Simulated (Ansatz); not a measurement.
# InP (F-43m) in Ansatz: a series of runs, part 2 of 3

Ansatz 0.2.0. The steps go on from the part before.

**4. Band structure, B3LYP**

input.yaml

```yaml
crystal:
  lattice:
    - [0.0, 2.9305, 2.9305]
    - [2.9305, 0.0, 2.9305]
    - [2.9305, 2.9305, 0.0]
  atoms:
    - { symbol: In, position: [0.0, 0.0, 0.0] }
    - { symbol: P, position: [0.75, 0.75, 0.75] }
hamiltonian:
  xc: b3lyp
  pseudopotentials: { kind: paw }
kpoints:
  mp_grid: { grid: [4, 4, 4] }
  band_path:
    path:
      - [[0.0, 0.0, 0.0], [0.5, 0.0, 0.5], [0.5, 0.25, 0.75], [0.375, 0.375, 0.75], [0.0, 0.0, 0.0], [0.5, 0.5, 0.5], [0.625, 0.25, 0.625], [0.5, 0.25, 0.75], [0.5, 0.5, 0.5], [0.375, 0.375, 0.75]]
      - [[0.625, 0.25, 0.625], [0.5, 0.0, 0.5]]
    npoints: 4
scf:
  occupations: { method: fermi_dirac, width: 0.05 }
  n_extra_bands: 6
output:
  forces: true
  stress: true
  eigenvalues: true
  fatbands: false
```

Potentials or basis: Ansatz PAW.

Started as:

```bash
ansatz run input.yaml --threads 2 --pin off --max-ram 5632MiB --backend cpu --events-out ev --progress --plain --runs-dir out
```

Log:

```text
Warning: output.stress: scf.convergence.dr2_threshold = 1e-7 eV (the SCF's general default) is looser than the 2e-10 eV advised for a printed stress (1e-10 eV for each atom of the cell: 2). What an SCF threshold leaves in a stress goes as its square root, and in the free energy as the threshold itself, and one threshold admits the most on a small cell: of the crystals measured, under no hybrid functional and no lock of the moments, on runs that ended without the residual-converged pass, on stresses that held no estimate of that error, the worst erred by over 100 MPa in a component at 1e-7 eV an atom and by under 5 at 1e-10. Set scf.convergence.dr2_threshold to 2e-10 eV or tighter. The threshold is an SCF's pass mark: one that does not reach it within its budget of iterations ends unconverged, or closes short of it on a stop that the run arms, and scf.convergence.dr2_threshold's page says what that costs each kind of run
Warning: output.stress: scf.exx.energy_threshold = 1e-6 eV is looser than the 2e-8 eV advised for a stress under a hybrid functional (1e-8 eV for each atom of the cell: 2). Every SCF of the exchange loop can meet its threshold on dr2 while the loop round them stops early: no threshold on dr2 bounds what that leaves in the stress. Set scf.exx.energy_threshold to 2e-8 eV or tighter. The threshold is the loop's pass mark: a loop that does not reach it within its budget of cycles ends unconverged, and scf.exx.energy_threshold's page has the law
Warning: RAYON_NUM_THREADS=2 ignored (pool sized by the plan → 2); use --threads N
scf.n_extra_bands = 6 over 9 filled bands (N_el = 18.0): the run solves 15 bands
Engine: ansatz 0.2.0, x86_64-unknown-linux-gnu
Pseudopotentials: kind: paw
Pseudopotential: In, paw, valence charge 13, recommended cutoff 420 eV (normal), In.paw.azcp
Pseudopotential: P, paw, valence charge 5, recommended cutoff 420 eV (normal), P.paw.azcp
Functional definition: B3LYP
  parameter a0 = 0.2
  parameter ax = 0.72
  parameter ac = 0.81
  exchange = (1 - a0 - ax)*slater_x + ax*b88_x + a0*exact_x
  correlation = (1 - ac)*vwn_rpa_c + ac*lyp_c
Crystal: 2 atoms, lattice volume = 50.333 Å³
Basis set: ecut = 420 eV, 941 PW (Γ), exchange–correlation on 60×60×60 points (8 copies of the dense FFT grid, shifted against one another)
Bands: 15, of which v1, the nominal top of the filled ones, is band 9 counted from 1 (8 counted from 0)
Symmetry: 24 space group operations
Space group: F-43m (ITA 216), of the structure as read, at distance tolerance 3.7e-5 Å
k-points: 8 of 64 (time reversal used)
Non-local potential: In, projectors of the file, l = 0: 2, l = 1: 2, l = 2: 2, l = 3: 2
Non-local potential: P, projectors of the file, l = 0: 2, l = 1: 2, l = 2: 2
PAW form: soft (Blöchl's): semilocal exchange-correlation on the pseudo side does not see the compensation charge
PAW frozen core: In, regenerated for the run's functional, and the local potential with it (the file was generated under x = pbe(κ = 0.804, μ = 0.2195149727645171), c = pbe(β = 0.06672455060314922))
PAW frozen core: P, regenerated for the run's functional, and the local potential with it (the file was generated under x = pbe(κ = 0.804, μ = 0.2195149727645171), c = pbe(β = 0.06672455060314922))
PAW one-centre angular grid: In, 590 points (default); XC on 64 Gauss nodes
PAW one-centre angular grid: P, 110 points (default); XC on 64 Gauss nodes
Initial density: superposition of atomic densities (neutral atoms: chi_scale 0, normalization atom), corrected by the library's trained network
Initial wavefunctions: pseudopotential atomic-orbital guess
Functional: x = 0.1 slater + 0.9 b88, c = 0.19 vwn_rpa + 0.81 lyp, warm-up for x = 0.08 slater + 0.72 b88 + 0.2 exact, c = 0.19 vwn_rpa + 0.81 lyp
SCF iter   1: F=—  HF=-6368.594194 eV  |F-HF|=—  |Δ(HF+E_count)|=         —  Δρ=4.72e-3  dr2=1.44e-2  ethr=1.77e-3  ⟨swp⟩=12.6  Hψ=622  notcnv=0
preconditioner: auto → none  [insulator: Δε(μ)=0.610 eV  Ē_g=16.394 eV  σ=0.050 eV  W_gap=0.99  n_scr=14 (ndim 8)  ℏωp=22.2 eV  f_vac=0.021  D(μ)=0.00/eV (n_scr^D=0)]
iter 2 solved again at ethr=6.95e-6 eV; its pass at ethr=7.99e-5 eV (dr2=1.25e-3 eV) is discarded
SCF iter   2: F=—  HF=-6368.589455 eV  |F-HF|=—  |Δ(HF+E_count)|=   4.74e-3  Δρ=1.56e-3  dr2=1.27e-3  ethr=6.95e-6  ⟨swp⟩=2.0  Hψ=525  notcnv=0
SCF iter   3: F=—  HF=-6368.589130 eV  |F-HF|=—  |Δ(HF+E_count)|=   3.25e-4  Δρ=7.42e-4  dr2=1.68e-4  ethr=6.95e-6  ⟨swp⟩=2.0  Hψ=193  notcnv=0
SCF iter   4: F=-6368.589117 eV  HF=-6368.589119 eV  |F-HF|=2.32e-6  |Δ(HF+E_count)|=   1.08e-5  Δρ=1.30e-4  dr2=4.79e-6  ethr=9.33e-7  ⟨swp⟩=4.0  Hψ=275  notcnv=0
SCF 1 stopped early in 4 iterations: F = -6368.589117 eV  dr2 = 4.79e-6
Initial density: handed on by an earlier stage of this run
Initial wavefunctions: those handed on with the density
Functional: x = 0.08 slater + 0.72 b88 + 0.2 exact, c = 0.19 vwn_rpa + 0.81 lyp
Frozen-core exchange: fock
SCF iter   1: F=—  HF=-6372.550480 eV  |F-HF|=—  |Δ(HF+E_count)|=         —  Δρ=4.28e-3  dr2=5.52e-3  ethr=2.66e-7  ⟨swp⟩=9.0  Hψ=707  notcnv=0
preconditioner: auto → none  [insulator: Δε(μ)=1.722 eV  Ē_g=18.717 eV  σ=0.050 eV  W_gap=1.00  n_scr=14 (ndim 8)  ℏωp=22.2 eV  f_vac=0.027  D(μ)=0.00/eV (n_scr^D=0)]
SCF iter   2: F=—  HF=-6372.549247 eV  |F-HF|=—  |Δ(HF+E_count)|=   1.23e-3  Δρ=1.27e-3  dr2=9.92e-4  ethr=2.66e-7  ⟨swp⟩=4.0  Hψ=334  notcnv=0
SCF iter   3: F=—  HF=-6372.553380 eV  |F-HF|=—  |Δ(HF+E_count)|=   4.13e-3  Δρ=8.32e-4  dr2=2.20e-4  ethr=2.66e-7  ⟨swp⟩=5.0  Hψ=352  notcnv=0
SCF iter   4: F=—  HF=-6372.553349 eV  |F-HF|=—  |Δ(HF+E_count)|=   3.04e-5  Δρ=1.36e-4  dr2=1.37e-5  ethr=2.66e-7  ⟨swp⟩=3.0  Hψ=252  notcnv=0
SCF iter   5: F=-6372.553412 eV  HF=-6372.553413 eV  |F-HF|=9.51e-7  |Δ(HF+E_count)|=   6.42e-5  Δρ=7.86e-5  dr2=2.78e-6  ethr=2.74e-8  ⟨swp⟩=4.0  Hψ=317  notcnv=0
SCF 2 stopped early in 5 iterations: F = -6372.553412 eV  dr2 = 2.78e-6
hybrid outer 1: dexx = +4.683e-3 eV, tail = 9.16e-6 eV
Frozen-core exchange: fock
SCF iter   1: F=—  HF=-6372.553371 eV  |F-HF|=—  |Δ(HF+E_count)|=         —  Δρ=2.28e-5  dr2=2.07e-7  ethr=2.54e-7  ⟨swp⟩=4.9  Hψ=310  notcnv=0
preconditioner: auto → none  [insulator: Δε(μ)=1.775 eV  Ē_g=18.696 eV  σ=0.050 eV  W_gap=1.00  n_scr=14 (ndim 8)  ℏωp=22.2 eV  f_vac=0.027  D(μ)=0.00/eV (n_scr^D=0)]
SCF iter   2: F=—  HF=-6372.553371 eV  |F-HF|=—  |Δ(HF+E_count)|=   7.04e-8  Δρ=5.72e-6  dr2=2.93e-8  ethr=1.03e-9  ⟨swp⟩=4.0  Hψ=308  notcnv=0
SCF iter   3: F=—  HF=-6372.553371 eV  |F-HF|=—  |Δ(HF+E_count)|=   1.21e-7  Δρ=6.45e-6  dr2=1.49e-8  ethr=4.04e-11  ⟨swp⟩=4.2  Hψ=391  notcnv=0
SCF iter   4: F=-6372.553371 eV  HF=-6372.553371 eV  |F-HF|=1.85e-9  |Δ(HF+E_count)|=   5.67e-9  Δρ=2.01e-6  dr2=2.12e-9  ethr=4.04e-11  ⟨swp⟩=3.0  Hψ=257  notcnv=0
SCF 3 converged in 4 iterations: F = -6372.553371 eV  dr2 = 2.12e-9
  Residual-converged pass: ⟨swp⟩=3.0  Hψ=215  notcnv=0  max |occ|·‖R‖ = 2.3e-6 eV (tolerance 2.4e-6 eV)  dr2=2.21e-9  dr2_onsite=5.57e-10  max |Δocc| = 7.4e-17
hybrid outer 2: dexx = +1.320e-7 eV, tail = 6.19e-9 eV, Δε = 1.57e-3 eV (about 6.71e-5 eV left of the loop's levels)
NSCF: frozen V_eff on 42 k-points
hybrid SCF converged: 2 outer / 9 inner (+4 warm-up), last move |dexx| = 1.32e-7 eV, tail = 6.19e-9 eV
Stability not checked: this state was not tested for a lower state beside it, because the functional holds exact exchange (a hybrid, or Hartree-Fock), whose exchange loop this test does not read (fock_operator; see scf.lower_state_search)
Free energy (F): -6372.553371 eV
Frozen-core exchange: fock
Harris-Foulkes:  -6372.553371 eV  (|F-HF|=1.85e-9)
Internal energy: -6372.553371 eV  (E = F + TS)
E sigma→0 (E₀):  -6372.553371 eV
Fermi energy:    7.534714 eV
--- Per-component energies (eV) ---
  E_band       = -77.186356
  E_kinetic    = 315.629044
  E_local      = -1401.480671  (includes V_loc(G=0)·N_el)
  E_nonlocal   = 401.421151
  E_hartree    = 554.113968
  E_xc         = -225.528941
  E_vxc        = -129.458549  (∫ρ·V_xc dr)
  E_exx        = -38.342152  (= α·E_x^exact, valence–valence)
  E_paw        = -4757.884500  (= ΣΔE_a)
  E_vpaw       = -294.841745  (= ΣTr[D̂ρ^β])
  E_aug_tail   = 0.000031  (compensation charges beyond the density's cutoff)
  E_ewald      = -1220.708286
  E_core_change = 0.226984  (= ΣΔE_core)
  E_smearing   = -0.000000  (= −TS)
  E_closure    = 0.000000  (closes the sum)
  Σ components = -6372.553371   (vs F -6372.553371, Δ=0.00e0)
--- Forces (eV/Å), atoms counted from 1 ---
  atom   1  In    -0.00000000     0.00000000    -0.00000000
  atom   2  P      0.00000000    -0.00000000     0.00000000
  max |Σ_I F_I| component: 9.25e-17 eV/Å
--- Stress (GPa, compression-positive) ---
        4.578207       0.000000      -0.000000
       -0.000000       4.578207       0.000000
       -0.000000       0.000000       4.578207
  P = ⅓ Tr σ = 4.5782 GPa (45.782 kbar)
--- Band table (eV; the first three rows and the last of 8) ---
  k-point 0: bands = ["-9.0961", "-9.0961", "-9.0961", "-8.9360", "-8.9360", "-5.9415", "6.6195", "6.6195", "6.6195", "8.3950", "11.9348", "11.9348", "11.9348", "16.7050", "17.5714"]
  k-point 1: bands = ["-9.1534", "-9.0728", "-9.0728", "-8.9339", "-8.9339", "-5.2248", "2.9333", "6.0235", "6.0235", "9.5423", "12.6857", "12.6857", "13.2754", "16.6687", "16.6687"]
  k-point 2: bands = ["-9.2067", "-9.0564", "-9.0564", "-8.9242", "-8.9242", "-4.1165", "0.4177", "5.5647", "5.5647", "9.2403", "12.7183", "12.7183", "15.1832", "17.6257", "18.8411"]
  k-point 7: bands = ["-9.2407", "-9.0353", "-8.9994", "-8.9570", "-8.9223", "-3.3369", "0.5396", "3.4678", "3.5312", "12.1886", "12.3323", "13.5166", "14.1824", "18.3744", "19.5229"]
```

Wall time 2.3 min (2 threads of Intel Xeon at 2.70GHz, shared host); peak memory 0.68 GiB.

What came out:

- Free energy: -6372.5534 eV
- Pressure: 4.6 GPa
- Band gap on the k mesh: 1.78 eV, direct
- Band gap along the path: 1.78 eV, direct

Levels at the corners of the path, in eV from the valence-band top:
| point | band 6 | band 7 | band 8 | band 9 | band 10 | band 11 | band 12 | band 13 |
| --- | --- | --- | --- | --- | --- | --- | --- | --- |
| Γ | -12.56 | 0.00 | 0.00 | 0.00 | 1.78 | 5.32 | 5.32 | 5.32 |
| X | -10.03 | -6.24 | -2.51 | -2.51 | 2.91 | 3.46 | 10.76 | 11.17 |
| W | -9.96 | -6.08 | -3.15 | -3.09 | 5.57 | 5.71 | 6.90 | 7.56 |
| K | -10.05 | -6.08 | -3.53 | -2.09 | 3.54 | 5.71 | 8.98 | 8.99 |
| Γ | -12.56 | 0.00 | 0.00 | 0.00 | 1.78 | 5.32 | 5.32 | 5.32 |
| L | -10.74 | -6.20 | -1.05 | -1.05 | 2.62 | 6.10 | 6.10 | 8.56 |
| U | -10.05 | -6.08 | -3.53 | -2.09 | 3.54 | 5.71 | 8.98 | 8.99 |
| W | -9.96 | -6.08 | -3.15 | -3.09 | 5.57 | 5.71 | 6.90 | 7.56 |
| L | -10.74 | -6.20 | -1.05 | -1.05 | 2.62 | 6.10 | 6.10 | 8.56 |
| K | -10.05 | -6.08 | -3.53 | -2.09 | 3.54 | 5.71 | 8.98 | 8.99 |
| U | -10.05 | -6.08 | -3.53 | -2.09 | 3.54 | 5.71 | 8.98 | 8.99 |
| X | -10.03 | -6.24 | -2.51 | -2.51 | 2.91 | 3.46 | 10.76 | 11.17 |

Caveat: the k mesh is coarse (spacing up to 0.46 Å⁻¹), so the values aren't converged, least of all with exact exchange; spin-orbit coupling is left out, which moves the levels of the heavy elements; the PAW data sets come from PBE, with cores solved anew for the run's functional, which leaves a small shift of forces and pressure; the thresholds are loose for stress.

**5. Born charges and dielectric tensor, LDA**

input.yaml

```yaml
crystal:
  lattice:
    - [0.0, 2.9305, 2.9305]
    - [2.9305, 0.0, 2.9305]
    - [2.9305, 2.9305, 0.0]
  atoms:
    - { symbol: In, position: [0.0, 0.0, 0.0] }
    - { symbol: P, position: [0.75, 0.75, 0.75] }
hamiltonian:
  xc: lda
  pseudopotentials: { kind: paw }
kpoints:
  mp_grid: { grid: [8, 8, 8] }
scf:
  occupations: { method: fixed }
output:
  eigenvalues: true
dielectric:
  method: response
```

Potentials or basis: Ansatz PAW.

Started as:

```bash
ansatz run input.yaml --threads 2 --pin off --max-ram 5632MiB --backend cpu --events-out ev --progress --plain --runs-dir out
```

Log:

```text
Warning: RAYON_NUM_THREADS=2 ignored (pool sized by the plan → 2); use --threads N
[... 4 set-up lines as earlier in the session ...]
Functional definition: SPW92
  exchange = slater_x
  correlation = pw_c
Crystal: 2 atoms, lattice volume = 50.333 Å³
Basis set: ecut = 420 eV, 941 PW (Γ), exchange–correlation on 60×60×60 points (8 copies of the dense FFT grid, shifted against one another)
Bands: 13, of which v1, the nominal top of the filled ones, is band 9 counted from 1 (8 counted from 0)
[... 1 set-up line as earlier in the session ...]
k-points: 95 of 512 (irreducible under 4 space group operations, time reversal used)
[... 9 set-up lines as earlier in the session ...]
Functional: x = slater, c = lda
[... 33 lines left out ...]
  E_local      = -1402.804582  (includes V_loc(G=0)·N_el)
  E_nonlocal   = 405.692284
  E_hartree    = 550.172834
  E_xc         = -274.317425
  E_vxc        = -161.524906  (∫ρ·V_xc dr)
  E_paw        = -4556.345089  (= ΣΔE_a)
  E_vpaw       = -313.006074  (= ΣTr[D̂ρ^β])
  E_aug_tail   = 0.000029  (compensation charges beyond the density's cutoff)
  E_ewald      = -1220.708286
  E_core_change = 0.401888  (= ΣΔE_core)
  E_smearing   = -0.000000  (= −TS)
  E_closure    = -0.000000  (closes the sum)
  Σ components = -6183.547205   (vs F -6183.547205, Δ=0.00e0)
--- Band table (eV; the first three rows and the last of 95) ---
  k-point 0: bands = ["-7.4331", "-7.4331", "-7.4331", "-7.2778", "-7.2778", "-4.8153", "6.7428", "6.7428", "6.7428", "7.2244", "10.7003", "10.7003", "10.7003"]
  k-point 1: bands = ["-7.4522", "-7.4255", "-7.4255", "-7.2777", "-7.2777", "-4.6353", "5.1280", "6.5514", "6.5514", "8.2249", "10.8429", "10.9814", "10.9814"]
  k-point 2: bands = ["-7.4960", "-7.4094", "-7.4094", "-7.2752", "-7.2752", "-4.1314", "3.2182", "6.1724", "6.1724", "8.3500", "11.4118", "11.4118", "11.9022"]
  k-point 94: bands = ["-7.5852", "-7.3729", "-7.3355", "-7.2995", "-7.2627", "-2.3092", "1.0149", "3.7382", "3.7680", "10.9216", "11.0079", "12.1449", "12.7865"]
--- Dielectric response (ions clamped): 3 representative field directions + reference, inside a basis on a mesh of 1000 k-points (Σ response iterations 15) ---
  ε∞ (high-frequency dielectric tensor):
       11.995818    -0.000000     0.000000
       -0.000000    11.995818     0.000000
        0.000000     0.000000    11.995818
  Born effective charges Z* (e; rows j = field, columns β = displacement):
    site 0:
         2.49000    0.00000   -0.00000
         0.00000    2.49000    0.00000
         0.00000    0.00000    2.49000
    site 1:
        -2.49000   -0.00000    0.00000
        -0.00000   -2.49000   -0.00000
        -0.00000   -0.00000   -2.49000
  Z* charge neutrality: 5.404e-4 e pre-enforcement
  solved inside a basis spanned on kpoints, on 10×10×10 k-points transformed towards the longest dipole: ε∞ is read to err by 3.8e-2, Z* by 1.4e-2 e (field_mesh: kpoints solves on kpoints); Z* is corrected for what the basis lacks
```

Run time: 31 s. Hardware: 2 threads of Intel Xeon at 2.70GHz, shared host; peak memory 0.58 GiB.

Results:

```yaml
Free_energy: -6183.5472 eV
Band_gap_on_the_k_mesh: 0.48 eV, direct
Electronic_dielectric_tensor_diagonal: 12.00
Born_charges_mean_of_the_diagonal: In +2.49; P -2.49 e
```

Electronic dielectric tensor:
```
12.00  0.00  0.00
 0.00 12.00  0.00
 0.00  0.00 12.00
```

Born effective charge tensors (e):
atom 1, In
```
2.49 0.00 0.00
0.00 2.49 0.00
0.00 0.00 2.49
```
atom 2, P
```
-2.49  0.00  0.00
 0.00 -2.49  0.00
 0.00  0.00 -2.49
```

Caveat: the gap is small at this level, which inflates the dielectric constant; spin-orbit coupling is left out, which moves the levels of the heavy elements; the PAW data sets come from PBE, with cores solved anew for the run's functional, which leaves a small shift of forces and pressure.

(Part 2 of 3 ends here.)
